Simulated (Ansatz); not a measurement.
Li2O:

```
CELL_PARAMETERS angstrom
0.00000 2.32685 2.32685
2.32685 0.00000 2.32685
2.32685 2.32685 0.00000
ATOMIC_POSITIONS crystal
O 0.00000 0.00000 0.00000
Li 0.25000 0.25000 0.25000
Li 0.75000 0.75000 0.75000
```

The cell comes from a database or a generator and needn't be the stable form of this composition.

Base run:

| Property | Result |
| --- | --- |
| Program | Ansatz 0.2.0 |
| Functional | PBE |
| Potentials or basis | Ansatz PAW |
| Cutoff | 420 eV (not typed: the program's choice for these potentials) |
| k mesh | 10 × 10 × 10 |
| Occupations | fermi-dirac, width 0.05 eV |
| Spin | no spin polarisation |

Its results: band gap on the k mesh 4.95 eV, indirect (least direct gap 5.11 eV); pressure -1.4 GPa.

Problem. After a change of settings the same cell gave: band gap on the k mesh 4.79 eV, indirect (least direct gap 5.00 eV); pressure -3.6 GPa. Which change was it?
A. functional from PBE to LDA
B. functional from PBE to r2SCAN; cutoff from 420 eV (not typed: the program's choice for these potentials) to 500 eV (not typed: the program's choice for these potentials)
C. functional from PBE to PBEsol

Solution. C.

PBEsol binds more tightly than PBE, so the same cell stands under less pressure.

Caveats: the PAW data sets come from PBE, with cores solved anew for the run's functional, which leaves a small shift of forces and pressure (some runs).
